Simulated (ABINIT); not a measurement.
## Input and output of a self-consistent single point for InCuS2 (I-42d, 8 atoms in the cell) (ABINIT)

Computed with PBE, PAW (JTH v2.0 PBE PAW) (plane waves; ABINIT).

This input was run:

```
# InCuS2, JTH v2.0 PBE PAW
pp_dirpath "./"
pseudos "In.GGA_PBE-JTH.xml, Cu.GGA_PBE-JTH.xml, S.GGA_PBE-JTH.xml"
acell 6.9230636902 6.9230636902 6.9230636902 Angstrom
rprim
        -0.4061519763    0.4061519763    0.8185848424
         0.4061519763   -0.4061519763    0.8185848424
         0.4061519763    0.4061519763   -0.8185848424
natom 8
ntypat 3
znucl 49 29 16
typat 1 1 2 2 3 3 3 3
xcart
         0.0000000000   -0.0000000000    5.6671150000
         2.8118160000    0.0000000000    2.8335575000
         0.0000000000    2.8118160000    2.8335575000
         0.0000000000    0.0000000000    0.0000000000
         1.5678686016    1.4059080000    7.0838937500
         4.2177240000    1.2439473984   -1.4167787500
         1.2439473984    1.4059080000    1.4167787500
        -1.4059080000    1.5678686016    4.2503362500
      Angstrom
ecut 60 Ry
pawecutdg 120 Ry
pawxcdev 0
occopt 7
tsmear 0.136 eV
nband 55
kptopt 1
ngkpt 4 4 4
nshiftk 1
shiftk 0 0 0
nstep 80
toldfe 1.0e-09
prtwf 0
prtden 0
prtvol 1
```

Output, abridged:

```
 Symmetries : space group I-4 2 d (#122); Bravais tI (body-center tetrag.)

 -outvars: echo values of preprocessed input variables --------
            acell      1.3082694375E+01  1.3082694375E+01  1.3082694375E+01 Bohr
             ecut      3.00000000E+01 Hartree
              ixc     -101130
         kptrlatt        4    0    0      0    4    0      0    0    4
          kptrlen      4.25084974E+01
            natom           8
            nband          55
            ngfft          72      72      72
          ngfftdg          96      96      96
             nkpt          13
            nstep          80
             nsym           8
           ntypat           3
           occopt           7
        pawecutdg      6.00000000E+01 Hartree
         pawxcdev           0
            rprim     -4.0615197630E-01  4.0615197630E-01  8.1858484240E-01
                       4.0615197630E-01 -4.0615197630E-01  8.1858484240E-01
                       4.0615197630E-01  4.0615197630E-01 -8.1858484240E-01
          spgroup         122
           toldfe      1.00000000E-09 Hartree
           tsmear      4.99790825E-03 Hartree
            typat      1  1  2  2  3  3  3  3
           useylm           1
             xred      5.0000000002E-01  5.0000000003E-01  1.5514756146E-11
                       2.5000000002E-01  7.5000000003E-01  5.0000000002E-01
                       7.5000000002E-01  2.5000000003E-01  5.0000000002E-01
                       1.5382792262E-11  3.0897534531E-11  1.5514749208E-11
                       8.7500000002E-01  9.0380000003E-01  5.2880000002E-01
                       9.6200000014E-02  6.2500000003E-01  9.7120000001E-01
                       3.7500000002E-01  3.4620000003E-01  4.7120000001E-01
                       6.5380000002E-01  1.2500000003E-01  2.8800000017E-02
            znucl       49.00000   29.00000   16.00000

== DATASET  1 ==================================================================

 Real(R)+Recip(G) space primitive vectors, cartesian coordinates (Bohr,Bohr^-1):
 R(1)= -5.3135622  5.3135622 10.7092953  G(1)=  0.0000000  0.0940988  0.0466884
 R(2)=  5.3135622 -5.3135622 10.7092953  G(2)=  0.0940988  0.0000000  0.0466884
 R(3)=  5.3135622  5.3135622-10.7092953  G(3)=  0.0940988  0.0940988  0.0000000
 Unit cell volume ucvol=  1.2094625E+03 bohr^3
 Angles (23,13,12)=  1.32073328E+02  1.32073328E+02  7.01132381E+01 degrees

 Coarse grid specifications (used for wave-functions):

 getcut: wavevector=  0.0000  0.0000  0.0000  ngfft=  72  72  72
         ecut(hartree)=     30.000   => boxcut(ratio)=   2.23214

 Fine grid specifications (used for densities):

 getcut: wavevector=  0.0000  0.0000  0.0000  ngfft=  96  96  96
         ecut(hartree)=     60.000   => boxcut(ratio)=   2.10448

   1.22018133E+04                                ecore*ucvol(ha*bohr**3)

_setup2: Arith. and geom. avg. npw (full set) are    9496.578    9496.566

--- !BeginCycle
solver: {iscf: 17, nstep: 80, nline: 4, wfoptalg: 10, }
tolerances: {toldfe: 1.00E-09, }
...

     iter   Etot(hartree)      deltaE(h)  residm     nres2
 ETOT  1  -540.42586549176    -5.404E+02 5.368E+01 1.896E+02
 ETOT  2  -553.76691520716    -1.334E+01 2.119E-01 2.946E+02
 ETOT  3  -553.46078184087     3.061E-01 8.453E-02 3.085E+01
 ETOT  4  -553.46717642056    -6.395E-03 5.098E-02 1.929E+01
 ETOT  5  -553.44954065286     1.764E-02 1.262E-02 3.457E+00
 ETOT  6  -553.44663847112     2.902E-03 8.824E-03 5.500E-01
   [... 6 lines left out ...]
 ETOT 13  -553.44682097322     6.754E-08 7.107E-04 9.403E-05
 ETOT 14  -553.44682089775     7.548E-08 2.494E-04 1.299E-06
 ETOT 15  -553.44682090256    -4.809E-09 3.912E-04 4.662E-07
 ETOT 16  -553.44682090247     8.981E-11 2.333E-04 2.365E-07
 ETOT 17  -553.44682090224     2.227E-10 1.462E-04 2.199E-09

 At SCF step   17, etot is converged :
  for the second time, diff in etot=  2.227E-10 < toldfe=  1.000E-09

 Cartesian components of stress tensor (hartree/bohr^3)
  sigma(1 1)=  6.18249324E-05  sigma(3 2)=  0.00000000E+00
  sigma(2 2)=  6.18249324E-05  sigma(3 1)=  0.00000000E+00
  sigma(3 3)=  6.26558373E-05  sigma(2 1)=  0.00000000E+00

 ----iterations are completed or convergence reached----

 reduced coordinates (array xred) for    8 atoms
       0.500000000015      0.500000000031      0.000000000016
       0.250000000015      0.750000000031      0.500000000016
       0.750000000015      0.250000000031      0.500000000016
       0.000000000015      0.000000000031      0.000000000016
       0.875000000015      0.903800000033      0.528800000017
       0.096200000014      0.625000000031      0.971200000014
       0.375000000015      0.346200000029      0.471200000014
       0.653800000017      0.125000000031      0.028800000017
 cartesian forces (eV/Angstrom) at end:
    1      0.00000000000000    -0.00000000000000     0.00000000000000
    2      0.00000000000000     0.00000000000000     0.00000000000000
    3      0.00000000000000     0.00000000000000     0.00000000000000
    4      0.00000000000000     0.00000000000000     0.00000000000000
    5      0.00893115132908    -0.00000000000000    -0.00000000000000
    6      0.00000000000000    -0.00893115132908     0.00000000000000
    7     -0.00893115132908    -0.00000000000000     0.00000000000000
    8      0.00000000000000     0.00893115132908    -0.00000000000000
 frms,max,avg= 3.6461273E-03 8.9311513E-03   0.000E+00  0.000E+00  0.000E+00 e/A
 length scales= 13.082694375003 13.082694375003 13.082694375003 bohr
              =  6.923063690200  6.923063690200  6.923063690200 angstroms
 Fermi (or HOMO) energy (hartree) =   0.16902   Average Vxc (hartree)=  -0.34513
 Eigenvalues (hartree) for nkpt=  13  k points:
 kpt#   1, nband= 55, wtk=  0.01563, kpt=  0.0000  0.0000  0.0000 (reduced coord)
  -3.92944   -3.92944   -2.36444   -2.36444   -2.36349   -2.36349   -2.36349   -2.36349
  -0.38894   -0.38859   -0.38859   -0.37942   -0.37873   -0.37873   -0.37649   -0.37635
  -0.37552   -0.37532   -0.34371   -0.28915   -0.28826   -0.28826   -0.07281   -0.04611
  -0.01505    0.00732    0.01045    0.02553    0.02553    0.03601    0.03601    0.04880
   0.04880    0.05139    0.10035    0.10127    0.10479    0.11488    0.11488    0.11513
   0.11983    0.16243    0.16641    0.16641    0.16728    0.24495    0.24628    0.31047
   0.31047    0.34316    0.34495    0.35528    0.35528    0.35963    0.39787
      occupation numbers for kpt#   1
   2.00000    2.00000    2.00000    2.00000    2.00000    2.00000    2.00000    2.00000
   2.00000    2.00000    2.00000    2.00000    2.00000    2.00000    2.00000    2.00000
   2.00000    2.00000    2.00000    2.00000    2.00000    2.00000    2.00000    2.00000
   2.00000    2.00000    2.00000    2.00000    2.00000    2.00000    2.00000    2.00000
   2.00000    2.00000    2.00000    2.00000    2.00000    2.00000    2.00000    2.00000
   2.00000    1.93761    1.53837    1.53837    1.37578    0.00000    0.00000    0.00000
   0.00000    0.00000    0.00000    0.00000    0.00000    0.00000    0.00000
 prteigrs : prtvol=0 or 1, do not print more k-points.

--- !EnergyTerms
comment             : Components of total free energy in Hartree
kinetic             :  6.76994566236499E+01
hartree             :  1.94368020166764E+02
xc                  : -3.52038092862433E+01
Ewald energy        : -2.82140676407689E+02
psp_core            :  1.00886244836982E+01
local_psp           : -4.74224263974366E+02
spherical_terms     : -3.40340148372962E+01
internal            : -5.53446663231482E+02
'-kT*entropy'       : -1.67214291901241E-04
total_energy        : -5.53446830445774E+02
total_energy_eV     : -1.50600541493603E+04
...

-Cartesian components of stress tensor (GPa)         [Pressure= -1.8271E+00 GPa]
- sigma(1 1)=  1.81895200E+00  sigma(3 2)=  0.00000000E+00
- sigma(2 2)=  1.81895200E+00  sigma(3 1)=  0.00000000E+00
- sigma(3 3)=  1.84339807E+00  sigma(2 1)=  0.00000000E+00

 Calculation completed.
```

The run converged in 17 iterations.

The starting cell comes from a database of computed structures (which also holds hypothetical and non-ambient phases and stackings), without a prior relaxation at this level. Its lattice was rescaled by a random factor within 2.5 % of one. Spin polarisation is off. The run gives no clean gap (levels at the Fermi energy touch, overlap or are partly filled at this smearing), which alone does not show that the compound is a metal.

Cost on one core of a shared machine: roughly 10 min.
